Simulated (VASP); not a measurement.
# Hf (Fm-3m) in VASP: notebook, part 2 of 2

VASP 6.6.1. The steps go on from the part before.

## Step 4: Single point, r2SCAN

This run uses another cell than the first one: it holds 4 atoms, not 1.

POSCAR reads:

```
Hf
1.0
    2.2258702622     -2.2203349225      0.0000000000
    2.2258702622      2.2203349225      0.0000000000
    0.0000000000      0.0000000000      9.1110449964
Hf
4
Direct
    0.7503597520      0.2496402480      0.1248324272
    0.7496402480      0.2503597520      0.6248324272
    0.2496402480      0.7503597520      0.8751675728
    0.2503597520      0.7496402480      0.3751675728
```

INCAR.step1 reads:

```
SYSTEM = Hf
PREC = Accurate ; ENCUT = 520
ISMEAR = 0 ; SIGMA = 0.1
LREAL = .False. ; LASPH = .True.
NELM = 80 ; NBANDS = 28
GGA = PE ; ALGO = Normal
EDIFF = 1E-4 ; LWAVE = .True.
LCHARG = .False.
```

INCAR.step2 reads:

```
SYSTEM = Hf
PREC = Accurate ; ENCUT = 520
EDIFF = 1E-6 ; ISMEAR = 0
SIGMA = 0.1 ; LREAL = .False.
LASPH = .True. ; NELM = 80
ALGO = Normal ; ISIF = 2
LWAVE = .False. ; LCHARG = .False.
METAGGA = R2SCAN ; LMIXTAU = .True.
NBANDS = 28 ; ISTART = 1
```

KPOINTS reads:

```
Automatic mesh
0
Gamma
  6 6 2
  0 0 0
```

Potentials or basis: VASP PAW PBE potentials, release 64 (Hf_pv).

Run with:

```bash
$ cat potpaw_PBE.64/Hf_pv/POTCAR > POTCAR
$ cp INCAR.step1 INCAR
$ mpirun -np 1 vasp_std > vasp.out
$ cp INCAR.step2 INCAR
$ mpirun -np 1 vasp_std > vasp.out
```

OUTCAR:

```text
SYSTEM = Hf
   PREC = Accurate
   ENCUT = 520
   EDIFF = 1E-6
   ISMEAR = 0
   LREAL = .False.
   LASPH = .True.
   NELM = 80
   ISIF = 2
   METAGGA = R2SCAN
   ISTART = 1

 ion  position               nearest neighbor table
   1  0.750  0.250  0.125-   3 3.18   3 3.18   3 3.18   3 3.18   4 3.18   4 3.18   4 3.19   4 3.19

   2  0.750  0.250  0.625-   4 3.18   4 3.18   4 3.18   4 3.18   3 3.18   3 3.18   3 3.19   3 3.19

   3  0.250  0.750  0.875-   1 3.18   1 3.18   1 3.18   1 3.18   2 3.18   2 3.18   2 3.19   2 3.19

   4  0.250  0.750  0.375-   2 3.18   2 3.18   2 3.18   2 3.18   1 3.18   1 3.18   1 3.19   1 3.19

  LATTYP: Found a base centered orthorhombic cell.
 ALAT       =     4.4406698450
 B/A-ratio  =     1.0024930201
 C/A-ratio  =     2.0517276254

  Lattice vectors:

 A1 = (  -2.2258702622,  -2.2203349225,   0.0000000000)
 A2 = (   2.2258702622,  -2.2203349225,   0.0000000000)
 A3 = (   0.0000000000,   0.0000000000,   9.1110449964)

Analysis of symmetry for initial positions (statically):
=====================================================================
 Subroutine PRICEL returns:
 Original cell was already a primitive cell.

 Routine SETGRP: Setting up the symmetry group for a
 base centered orthorhombic supercell.

 Subroutine GETGRP returns: Found  8 space group operations
 (whereof  4 operations were pure point group operations)
 out of a pool of  8 trial point group operations.

The static configuration has the point symmetry C_2h.
 The point group associated with its full space group is D_2h.

Analysis of symmetry for dynamics (positions and initial velocities):
=====================================================================
 Subroutine PRICEL returns:
 Original cell was already a primitive cell.

 Routine SETGRP: Setting up the symmetry group for a
 base centered orthorhombic supercell.

 Subroutine GETGRP returns: Found  8 space group operations
 (whereof  4 operations were pure point group operations)
 out of a pool of  8 trial point group operations.

The dynamic configuration has the point symmetry C_2h.
 The point group associated with its full space group is D_2h.

 Subroutine INISYM returns: Found  8 space group operations
 (whereof  4 operations are pure point group operations),
 and found     1 'primitive' translations

----------------------------------------------------------------------------------------

                                     Primitive cell

  volume of cell :      90.0568

  direct lattice vectors                    reciprocal lattice vectors
     2.225870262 -2.220334923  0.000000000     0.224631241 -0.225191252  0.000000000
     2.225870262  2.220334923  0.000000000     0.224631241  0.225191252  0.000000000
     0.000000000  0.000000000  9.111044996     0.000000000  0.000000000  0.109756894

  length of vectors
     3.143944273  3.143944273  9.111044996     0.318072782  0.318072782  0.109756894

  position of ions in fractional coordinates (direct lattice)
     0.750359752  0.249640248  0.124832427
     0.749640248  0.250359752  0.624832427
     0.249640248  0.750359752  0.875167573
     0.250359752  0.749640248  0.375167573

  ion indices of the primitive-cell ions
   primitive index   ion index
                 1           1
                 2           2
                 3           3
                 4           4

----------------------------------------------------------------------------------------

 KPOINTS: Automatic mesh

Automatic generation of k-mesh.
 Grid dimensions read from file:
 generate k-points for:    6    6    2

 Generating k-lattice:

  Cartesian coordinates                     Fractional coordinates (reciprocal lattice)
     0.037438540 -0.037531875  0.000000000     0.166666667  0.000000000  0.000000000
     0.037438540  0.037531875  0.000000000     0.000000000  0.166666667  0.000000000
     0.000000000  0.000000000  0.054878447     0.000000000  0.000000000  0.500000000

  Length of vectors
     0.053012130  0.053012130  0.054878447

  Shift w.r.t. Gamma in fractional coordinates (k-lattice)
     0.000000000  0.000000000  0.000000000

 Subroutine IBZKPT returns following result:
 ===========================================

 Found     26 irreducible k-points:

 Following reciprocal coordinates:
            Coordinates               Weight
  0.000000  0.000000  0.000000      1.000000
  0.166667 -0.000000  0.000000      4.000000
  0.333333 -0.000000  0.000000      4.000000
  0.500000 -0.000000  0.000000      2.000000
  0.166667  0.166667  0.000000      2.000000
  0.333333  0.166667  0.000000      4.000000
[... 16 lines left out ...]
  0.333333  0.333333  0.500000      2.000000
  0.500000  0.333333  0.500000      4.000000
 [... further k-points ...]
   k-points           NKPTS =     26   k-points in BZ     NKDIM =     26   number of bands    NBANDS=     28
   number of dos      NEDOS =    301   number of ions     NIONS =      4
   total plane-waves  NPLWV =  40320
   dimension x,y,z NGX =    24 NGY =   24 NGZ =   70
   dimension x,y,z NGXF=    48 NGYF=   48 NGZF=  140
   ions per type =               4
   NGX,Y,Z   is equivalent  to a cutoff of  12.69, 12.69, 12.77 a.u.
   NGXF,Y,Z  is equivalent  to a cutoff of  25.38, 25.38, 25.55 a.u.
 SYSTEM =  Hf
   PREC   = accura    normal or accurate (medium, high low for compatibility)
   ISTART =      1    job   : 0-new  1-cont  2-samecut
   ICHARG =      0    charge: 1-file 2-atom 10-const
   ISPIN  =      1    spin polarized calculation?
   LNONCOLLINEAR =      F non collinear calculations
   LSORBIT =      F    spin-orbit coupling
   LASPH  =      T    aspherical Exc in radial PAW
   ENCUT  =  520.0 eV  38.22 Ry    6.18 a.u.   5.85  5.85 16.94*2*pi/ulx,y,z
   NELM   =     80;   NELMIN=  2; NELMDL=  0     # of ELM steps
   EDIFF  = 0.1E-05   stopping-criterion for ELM
   LREAL  =      F    real-space projection
   EDIFFG = 0.1E-04   stopping-criterion for IOM
   NSW    =      0    number of steps for IOM
   IBRION =     -1    ionic relax: 0-MD 1-quasi-New 2-CG
   NFREE  =      0    steps in history (QN), initial steepest desc. (CG)
   ISIF   =      2    stress and relaxation
   ISYM   =      2    0-nonsym 1-usesym 2-fastsym
   POTIM  = 0.5000    time-step for ionic-motion
   TEBEG  =    0.0;   TEEND  =   0.0 temperature during run
   PSTRESS=    0.0 pullay stress
   NELECT =      40.0000    total number of electrons
   NUPDOWN=      -1.0000    fix difference up-down
   EMIN   =  10.00;   EMAX   =-10.00  energy-range for DOS
   EFERMI =   0.00;   METHOD = LEGACY
   ISMEAR =     0;   SIGMA  =   0.10  broadening in eV -4-tet -1-fermi 0-gaus
   EFERMI_NEDOS =   21; number of points for ismear=-14 and -15
   IALGO  =     38    algorithm
   IMIX   =      4    mixing-type and parameters
     AMIX     =   0.40;   BMIX     =  1.00
     AMIX_MAG =   1.60;   BMIX_MAG =  1.00
  volume/ion in A,a.u.               =      22.51       151.93
  Fermi-wavevector in a.u.,A,eV,Ry     =   1.249077  2.360414 21.227730  1.560194
  Thomas-Fermi vector in A             =   2.383135
   LORBIT       =      0    0 simple, 1 ext, 2 COOP (PROOUT), +10 PAW based schemes
   METAGGA = R2SCAN    functional components
   LHFCALC =     F    Hartree Fock is set to
   AEXX    =    0.0000 exact exchange contribution
   IVDW    =     0    specifies the selected vdW correction
   LEPSILON=     F    determine dielectric tensor
   LRPA    =     F    only Hartree local field effects (RPA)
 non-spin polarized calculation
 Gauss-broadening in eV      SIGMA  =   0.10
  energy-cutoff  :      520.00
  volume of cell :       90.06
 maximum number of plane-waves:      2460
   NGX = 11   NGY = 11   NGZ = 33

 number of electron      39.9999993 magnetization

 Free energy of the ion-electron system (eV)
  ---------------------------------------------------
  ext. energy  EPLUGINS =         0.00000000
  ---------------------------------------------------
  free energy    TOTEN  =      -180.33729167 eV

  energy without entropy =     -180.31184116  energy(sigma->0) =     -180.32456642

 E-fermi :   4.5498     XC(G=0): -12.1420

 val. band max:        4.4805619530   @ k =   0.3333  -0.0000   0.0000
 cond. band min:       4.5763708622   @ k =   0.5000   0.3333   0.0000
 fundamental gap:      0.0958089092
 Fermi energy:         4.5497681530

 k-point     1 :       0.0000    0.0000    0.0000
  band No.  band energies     occupation
      1     -27.3468      2.00000
      2     -26.9863      2.00000
      3     -26.9826      2.00000
      4     -26.8725      2.00000
      5     -26.8688      2.00000
      6     -26.7382      2.00000
[... 733 lines left out ...]
     27       8.6138      0.00000
     28       8.6138      0.00000

 [... further k-points ...]
[... 5 lines left out ...]
  --------------------------------------------------------------------------------------
  -------------------------------------------------------------------------------------
  Total       -0.4219304     -0.3010987     -0.3035891      0.0000000     -0.0000000      0.0000000
  in kB       -7.5064541     -5.3567687     -5.4010752      0.0000000     -0.0000000      0.0000000
  external PRESSURE =      -6.0880993 kB  Pullay stress =       0.0000000 kB

 VOLUME and BASIS-vectors are now :
 -----------------------------------------------------------------------------
  energy-cutoff  :      520.00
  volume of cell :       90.06
      direct lattice vectors                 reciprocal lattice vectors
     2.225870262 -2.220334923  0.000000000     0.224631241 -0.225191252  0.000000000
     2.225870262  2.220334923  0.000000000     0.224631241  0.225191252  0.000000000
     0.000000000  0.000000000  9.111044996     0.000000000  0.000000000  0.109756894

 POSITION                                       TOTAL-FORCE (eV/Angst)
 -----------------------------------------------------------------------------------
      2.22587     -1.11177      1.13735         0.000000      0.006230      0.009775
      2.22587     -1.10857      5.69288         0.000000     -0.006230      0.009775
      2.22587      1.11177      7.97369         0.000000     -0.006230     -0.009775
      2.22587      1.10857      3.41817         0.000000      0.006230     -0.009775
 -----------------------------------------------------------------------------------
    total drift:                                0.000000     -0.000000     -0.000000

  FREE ENERGIE OF THE ION-ELECTRON SYSTEM (eV)
  ---------------------------------------------------
  free  energy   TOTEN  =      -180.3372916672 eV

  energy  without entropy=     -180.3118411641  energy(sigma->0) =     -180.32456642
```

Run time: 1.9 min. Hardware: 1 thread of Intel Xeon Platinum 8488C (Sapphire Rapids), shared host; peak memory 0.22 GiB.

Results:

```yaml
Free_energy: -180.3373 eV
Pressure: -0.6 GPa
Largest_force: 0.012 eV/Å
Band_gap_on_the_k_mesh: none (metal or under the smearing width)
```

Forces on the atoms (eV/Å):
```
Hf   0.000  0.006  0.010
Hf   0.000 -0.006  0.010
Hf   0.000 -0.006 -0.010
Hf   0.000  0.006 -0.010
```

Levels at points of the mesh, in eV from the Fermi level:
```csv
k point,band 17,band 18,band 19,band 20,band 21,band 22,band 23,band 24
"(0.00, 0.00, 0.00)",-2.08,-0.69,-0.68,1.43,1.50,1.53,1.69,1.72
"(0.50, 0.00, 0.00)",-0.47,-0.47,0.08,0.08,0.36,0.36,1.26,1.26
"(0.50, 0.50, 0.00)",-1.88,-1.88,-0.41,-0.40,-0.39,-0.38,2.53,2.58
"(0.00, 0.00, 0.50)",-1.71,-1.71,0.68,0.68,1.18,1.18,2.13,2.13
"(0.50, 0.00, 0.50)",-0.19,-0.19,-0.18,-0.18,0.82,0.82,0.83,0.83
"(0.50, 0.50, 0.50)",-1.70,-1.70,-1.68,-1.68,1.38,1.38,1.41,1.41
```

Caveat: the PAW data sets were made with another functional, which shifts forces and pressure a little. Spin-orbit coupling is left out, which matters for the levels of Hf.

## Step 5: Single point, r2SCAN

This run uses another cell than the first one: it holds 8 atoms, not 1.

POSCAR reads:

```
Hf
1.0
    5.6515752618      0.0000000000      0.0000000000
    0.0000000000      5.6515752618      0.0000000000
    0.0000000000      0.0000000000      5.6515752618
Hf
8
Direct
    0.5000000000      0.5000000000      0.5000000000
    0.0000000000      0.0000000000      0.0000000000
    0.2500000000      0.0000000000      0.5000000000
    0.5000000000      0.2500000000      0.0000000000
    0.5000000000      0.7500000000      0.0000000000
    0.7500000000      0.0000000000      0.5000000000
    0.0000000000      0.5000000000      0.7500000000
    0.0000000000      0.5000000000      0.2500000000
```

INCAR.step1 reads:

```
SYSTEM = Hf
ALGO = Normal
EDIFF = 1E-4
ENCUT = 520
GGA = PE
ISMEAR = 0
LASPH = .TRUE.
LCHARG = .FALSE.
LREAL = .FALSE.
LWAVE = .TRUE.
NBANDS = 50
NELM = 100
PREC = Accurate
SIGMA = 0.1
```

INCAR.step2 reads:

```
SYSTEM = Hf
ALGO = Normal
EDIFF = 1E-6
ENCUT = 520
ISIF = 2
ISMEAR = 0
ISTART = 1
LASPH = .TRUE.
LCHARG = .FALSE.
LMIXTAU = .TRUE.
LREAL = .FALSE.
LWAVE = .FALSE.
METAGGA = R2SCAN
NBANDS = 50
NELM = 100
PREC = Accurate
SIGMA = 0.1
```

KPOINTS reads:

```
k-points
0
G
  4 4 4
  0 0 0
```

Run with:

```bash
$ cat potpaw_PBE.64/Hf_pv/POTCAR > POTCAR
$ cp INCAR.step1 INCAR
$ mpirun -np 1 vasp_std > vasp.out
$ cp INCAR.step2 INCAR
$ mpirun -np 1 vasp_std > vasp.out
```

It took 5.6 min on 1 thread of AMD EPYC 7R13 (Zen 3), shared host; peak memory 0.28 GiB.

It converged, with:

| Property | Result |
| --- | --- |
| Free energy | -358.9319 eV |
| Pressure | -1.3 GPa |
| Band gap on the k mesh | none (metal or under the smearing width) |

Levels at points of the mesh, in eV from the Fermi level:
| k point | band 36 | band 37 | band 38 | band 39 | band 40 | band 41 | band 42 | band 43 | band 44 | band 45 |
| --- | --- | --- | --- | --- | --- | --- | --- | --- | --- | --- |
| (0.00, 0.00, 0.00) | -0.93 | -0.93 | -0.61 | -0.45 | -0.45 | -0.45 | 0.03 | 0.09 | 0.09 | 1.46 |
| (0.50, 0.00, 0.00) | -0.65 | -0.20 | -0.20 | 0.00 | 0.00 | 0.07 | 0.07 | 0.18 | 0.18 | 1.53 |
| (0.50, 0.50, 0.00) | -0.09 | -0.06 | -0.03 | -0.03 | -0.03 | -0.03 | 0.08 | 0.22 | 0.96 | 1.36 |
| (0.50, 0.50, 0.50) | -0.61 | 0.17 | 0.17 | 0.17 | 0.17 | 0.17 | 0.17 | 0.72 | 0.72 | 0.72 |

Caveat: the PAW data sets were made with another functional, which shifts forces and pressure a little. Spin-orbit coupling is left out, which matters for the levels of Hf.

## Step 6: Summary

```tsv
cell	k mesh	mesh quality	gap on the mesh (eV)	pressure (GPa)	largest force (eV/Å)
Fm-3m, 22.44 Å³/atom	24 × 24 × 24	not flagged	none	-0.5	-
Cmce, 23.36 Å³/atom	6 × 6 × 2	coarse	none	3.8	6.32
Cmce, 22.51 Å³/atom	6 × 6 × 2	not flagged	none	-0.6	0.01
Pm-3n, 22.56 Å³/atom	4 × 4 × 4	not flagged	none	-1.3	-
```

Alike in all rows: task single point; level r2SCAN; potentials or basis VASP PAW PBE potentials, release 64 (Hf_pv); no spin polarisation; cutoff (eV) 520; smearing gaussian 0.1 eV.

Caveats: some runs use coarse meshes; the PAW data sets were made with another functional, which shifts forces and pressure a little.

Absolute energies hang on the potentials; compare differences alone.
